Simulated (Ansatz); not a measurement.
**Te2Mo under changes of volume**

One of the cells (24.965 Å³/atom); the others are scaled copies at fixed shape and fractional positions:

```xyz
6
Lattice="3.5182 0.0000 0.0000 -1.7591 3.0469 0.0000 0.0000 0.0000 13.9736" Properties=species:S:1:pos:R:3 pbc="T T T"
Te    1.7591    1.0156    5.2960
Te    0.0000    2.0312   12.2828
Te    1.7591    1.0156    1.6908
Te    0.0000    2.0312    8.6776
Mo    1.7591    1.0156   10.4802
Mo    0.0000    2.0312    3.4934
```

* Program: Ansatz 0.2.0
* Functional: BLYP
* Dispersion: D3(BJ)
* Potentials or basis: Ansatz PAW
* Cutoff: 420 eV (not typed: the program's choice for these potentials)
* k mesh: 9 × 9 × 2
* Occupations: fermi-dirac, width 0.05 eV
* Spin: no spin polarisation

| volume (Å³/atom) | energy over the lowest point (meV/atom) | pressure (GPa) | gap on the mesh (eV) | largest force (eV/Å) |
| --- | --- | --- | --- | --- |
| 23.467 | 41.80 | 8.2 | 0.79 | 1.374 |
| 23.966 | 20.36 | 5.6 | 0.80 | 1.034 |
| 24.466 | 6.78 | 3.2 | 0.81 | 0.720 |
| 24.965 | 0.24 | 1.1 | 0.82 | 0.431 |
| 25.464 | 0.00 | -0.9 | 0.82 | 0.165 |
| 25.963 | 5.40 | -2.6 | 0.83 | 0.082 |
| 26.463 | ? | ? | ? | ? |

What does the run at 26.463 Å³/atom give?

Energy over the lowest point 15.88 meV/atom; pressure -4.1 GPa; gap on the mesh 0.83 eV; largest force 0.309 eV/Å.

Worked out: A Birch-Murnaghan fit of order 3 (a polynomial in V^(-2/3)) to the other rows has its minimum at 25.23 Å³/atom with B0 = V·E''(V) = 96 GPa and B' = 4.6 at fixed shape and positions, which overstates the stiffness. It gives 15.87 meV/atom at 26.463 Å³/atom, against the run's 15.88, and -dE/dV = -4.1 GPa, against -4.1. A straight line through the other rows of the gap, of slope 0.382 eV per unit of ln V, extrapolates to 0.84 eV, against the run's 0.83.

Energies are extrapolated to zero smearing.

Caveats: odd divisions of the mesh miss points on the zone boundary, where band edges often lie, so the gap on the mesh can be too wide; spin-orbit coupling is left out, which moves the levels of the heavy elements; the PAW data sets come from PBE, with cores solved anew for the run's functional, which leaves a small shift of forces and pressure; forces of over 1 eV/Å show positions far from the minimum, so gaps and moduli don't describe the material at rest (some runs).

A mesh can miss the band edges.
